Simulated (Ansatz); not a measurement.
## Co (bcc)

Level of theory: DFT, PBE, scalar-relativistic, collinear spin; plane waves to 420 eV with PAW datasets (Ansatz 0.2.0), Γ-centred 20×20×20 mesh, 0.05 eV Gaussian smearing; PAW files: Ansatz's generated set soft_2.

```xyz
1
Lattice="-1.4047 1.4047 1.4047 1.4047 -1.4047 1.4047 1.4047 1.4047 -1.4047" Properties=species:S:1:pos:R:3 pbc="T T T"
Co    0.0000    0.0000    0.0000
```

At room temperature and ambient pressure Co is hcp.

Magnetic state: ferromagnetic, site spin moments Co 1.81 μB.

Task: Which orbitals carry the states at the Fermi level, and how many states are there?

Result: Within 0.1 eV of it: Co 3d 96 % (shares among the projected shells). The density of states at the Fermi level is about 1.5 states/eV per cell, averaged over 0.3 eV.

Density of states (tetrahedra, averaged over 0.3 eV; states/eV per cell of 1 atom; energy in eV from the Fermi level; projections on Löwdin-orthogonalised atomic orbitals, summed over sites):

```
    E  total  Co 3d up  Co 3d down  Co 4s
-7.60   0.10      0.00        0.00   0.09
-7.30   0.11      0.00        0.00   0.11
-7.00   0.13      0.01        0.00   0.12
-6.70   0.15      0.01        0.00   0.13
-6.40   0.17      0.02        0.01   0.15
-6.10   0.20      0.03        0.01   0.16
-5.80   0.26      0.06        0.01   0.18
-5.50   0.49      0.24        0.02   0.22
-5.20   0.76      0.48        0.03   0.23
-4.90   1.12      0.82        0.06   0.23
-4.60   0.91      0.60        0.12   0.17
-4.30   0.81      0.42        0.22   0.14
-4.00   1.88      1.47        0.25   0.12
-3.70   1.68      1.12        0.41   0.12
-3.40   2.11      1.35        0.57   0.13
-3.10   1.46      1.01        0.34   0.07
-2.80   1.31      0.43        0.79   0.03
-2.50   2.02      0.58        1.33   0.03
-2.20   2.82      1.56        1.13   0.05
-1.90   4.18      2.78        1.23   0.08
-1.60   2.00      1.06        0.80   0.07
-1.30   1.15      0.78        0.27   0.05
-1.00   1.13      0.79        0.26   0.04
-0.70   0.74      0.29        0.38   0.04
-0.40   0.95      0.09        0.78   0.05
-0.10   1.33      0.08        1.17   0.05
 0.20   1.64      0.07        1.48   0.06
 0.50   2.62      0.06        2.45   0.07
 0.80   1.20      0.05        1.02   0.08
 1.10   0.52      0.04        0.33   0.09
 1.40   0.35      0.04        0.16   0.09
 1.70   0.33      0.03        0.13   0.09
 2.00   0.30      0.03        0.11   0.09
 2.30   0.29      0.02        0.09   0.09
 2.60   0.27      0.02        0.07   0.09
 2.90   0.26      0.02        0.06   0.08
 3.20   0.24      0.01        0.05   0.07
 3.50   0.22      0.01        0.04   0.07
 3.80   0.21      0.01        0.04   0.06
 4.10   0.19      0.01        0.03   0.05
 4.40   0.18      0.01        0.02   0.04
 4.70   0.16      0.01        0.02   0.04
 5.00   0.14      0.00        0.02   0.03
 5.30   0.12      0.00        0.01   0.03
 5.60   0.10      0.00        0.01   0.02
 5.90   0.09      0.00        0.01   0.02
```

Site moments are of spin, integrated over atomic spheres.
